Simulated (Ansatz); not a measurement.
The system is Ge.

```
CELL_PARAMETERS angstrom
4.00312 0.00000 0.00000
-2.00156 3.46680 0.00000
0.00000 0.00000 13.15671
ATOMIC_POSITIONS crystal
Ge 0.33333 0.66667 0.15594
Ge 0.66667 0.33333 0.84406
Ge 0.66667 0.33333 0.65594
Ge 0.33333 0.66667 0.34406
Ge 0.00000 0.00000 0.09315
Ge 0.00000 0.00000 0.90685
Ge 0.00000 0.00000 0.59315
Ge 0.00000 0.00000 0.40685
```

This isn't the form of Ge at room conditions, which is diamond.

| Property | Result |
| --- | --- |
| Program | Ansatz 0.2.0 |
| Task | single point |
| Functional | PBEsol |
| Potentials or basis | Ansatz PAW |
| Cutoff | 420 eV (not typed: the program's choice for these potentials) |
| k mesh | 8 × 8 × 2 |
| Occupations | fermi-dirac, width 0.05 eV |
| Spin | no spin polarisation |

On this cell: pressure 0.0 GPa; largest force 0.004 eV/Å; band gap on the k mesh 0.05 eV, direct.

The same run follows on a disturbed copy (atoms moved at random, drawn with an rms of 0.05 Å):

```
CELL_PARAMETERS angstrom
4.00312 0.00000 0.00000
-2.00156 3.46680 0.00000
0.00000 0.00000 13.15671
ATOMIC_POSITIONS crystal
Ge 0.33464 0.67274 0.15660
Ge 0.68131 0.33511 0.84377
Ge 0.67024 0.33848 0.65385
Ge 0.33505 0.66744 0.34123
Ge 0.00791 0.00658 0.09299
Ge 0.00807 0.99666 0.90772
Ge 0.00350 0.01779 0.59793
Ge 0.99970 0.00620 0.40941
```

**Question.** What does the disturbed cell give?

**Answer.** The energy moves by +9.2 meV/atom; pressure 0.1 GPa; largest force 0.890 eV/Å; band gap on the k mesh none (metal or under the smearing width).

Forces on the atoms (eV/Å):
```
Ge   0.251  0.007 -0.321
Ge  -0.183 -0.172 -0.014
Ge  -0.285  0.483  0.586
Ge  -0.168  0.170  0.704
Ge  -0.240 -0.024  0.108
Ge   0.145  0.188 -0.173
Ge   0.313 -0.504 -0.664
Ge   0.169 -0.147 -0.226
```

Stress tensor (GPa, compression positive):
```
 0.31 -0.36  0.13
-0.36  0.09  0.19
 0.13  0.19 -0.13
```

Caveats: the PAW data sets come from PBE, with cores solved anew for the run's functional, which leaves a small shift of forces and pressure.
